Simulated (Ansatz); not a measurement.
## Strain and the gap of LiF (rocksalt)

LiF in the rocksalt structure, relaxed with r2SCAN in Ansatz 0.2.0. Space group Fm-3m (No. 225), cubic; a = 3.990 Å in the conventional setting, 7.94 Å³ an atom. Li has 6 F at 1.99 Å; F has 6 Li at 1.99 Å.

The axes x, y and z are those of this cell:
```xyz
2
Lattice="0.0000 1.9949 1.9949 1.9949 0.0000 1.9949 1.9949 1.9949 0.0000" Properties=species:S:1:pos:R:3 pbc="T T T"
Li    0.0000    0.0000    0.0000
F     1.9949    1.9949    1.9949
```

Unstrained: The PBE gap is indirect, 9.347 eV (Γ–K (0.17 of the way from Γ) to Γ), below the direct gap of 9.348 eV at Γ. Least and direct gap differ so little that the kind isn't settled. r2SCAN gives a direct gap of 10.330 eV at Γ. The HSE06 gap is indirect, 11.674 eV (Γ–K (0.17 of the way from Γ) to Γ), below the direct gap of 11.675 eV at Γ. Least and direct gap differ so little that the kind isn't settled. Meshes: PBE 10×10×10, r2SCAN 10×10×10, HSE06 8×8×8. Strains are changes of length per length, and xy shears are angles. After each strain the atoms were relaxed again with r2SCAN within the symmetry that the strain leaves, so tilts or polar shifts that break it weren't tested; points keep the names that they have in the unstrained zone. The values are computed, spin-unpolarised, and not measurements.

Changes of the least gap in eV (an overlap counts as a negative gap):

| strain | volume change (%) | space group | PBE | r2SCAN | HSE06 | energy rise, r2SCAN (meV/atom) |
| --- | --- | --- | --- | --- | --- | --- |
| uniaxial +0.37 % along [111] | +0.4 | R-3m | – | -0.042 | – | 0.1 |
| xy shear, engineering strain (angle) -4.87 % | -0.1 | Immm | – | -0.146 | – | 4.0 |
| epitaxial -5.82 % in the xy plane, free normal strain +4.69 % | -7.1 | I4/mmm | – | +0.566 | – | 33.1 |

Uniaxial +0.37 % along [111], other directions held. r2SCAN: the gap goes from 10.330 to 10.288 eV (-0.042 eV); least and direct gap lie within 0.04 eV, so its kind isn't settled; with r2SCAN the top three valence levels at Γ, degenerate before, become 2+1 from the top over 21 meV. Stress change with r2SCAN, compression positive: xx -0.28, yy -0.28, zz -0.28, xy -0.17, xz -0.17, yz -0.17 GPa.

Xy shear, engineering strain (angle) -4.87 %. r2SCAN: the gap goes from 10.330 to 10.184 eV (-0.146 eV); with r2SCAN the top three valence levels at Γ, degenerate before, become 1+1+1 from the top over 272 meV. Stress change with r2SCAN, compression positive: xx +0.16, yy +0.16, zz -0.11, xy +3.29 GPa.

Epitaxial -5.82 % in the xy plane, free normal strain +4.69 %. r2SCAN: the gap goes from 10.330 to 10.896 eV (+0.566 eV); with r2SCAN the top three valence levels at Γ, degenerate before, become 1+2 from the top over 167 meV. Stress change with r2SCAN, compression positive: xx +13.07, yy +13.07, zz -0.01 GPa.

Where an edge lies off the special points, it is a point of the mesh or the k point where a search put PBE's edge or least direct gap, reused for the other functionals, whose own edges may lie a little apart.

The meshes of the hybrids are coarse, so their gaps aren't converged to the digits shown.

The splittings at Γ are without spin-orbit coupling, which regroups them where it is of like size or larger.
